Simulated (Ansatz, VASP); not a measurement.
## Al: VASP beside Ansatz

```xyz
1
Lattice="-1.6741 1.7307 1.6175 1.6741 -1.7307 1.6175 1.5043 1.5609 -1.6175" Properties=species:S:1:pos:R:3 pbc="T T T"
Al    0.0000    0.0000    0.0000
```

Change from the starting cell: engineering shear strain xy -0.1050, strain +e along x and -e along y -0.0175.

Alike in both runs: task single point; functional PBE; k mesh 20 × 20 × 20; occupations gaussian, width 0.15 eV; no spin polarisation.

|  | VASP | Ansatz |
| --- | --- | --- |
| version | VASP 6.6.1 | Ansatz 0.2.0 |
| potentials or method | VASP PAW PBE potentials, release 64 (Al) | scalar-relativistic, plane waves, PAW |
| plane-wave cutoff (eV) | 520 | 420 |
| valence electrons in the cell | 3 | 3 |

Ansatz gave:

```
gap on the k mesh at the Fermi level (eV)       : none
pressure (GPa)                                  : 1.1
largest component of the traceless stress (GPa) : 4.33
```

Q: Estimate VASP's values.

A: gap on the k mesh at the Fermi level (eV): none; pressure (GPa): 1.1; largest component of the traceless stress (GPa): 4.32.

A gap of «none» marks a metal or a gap that the smearing closes. With one functional, cell and mesh, what is left measures potentials, basis and numerics.
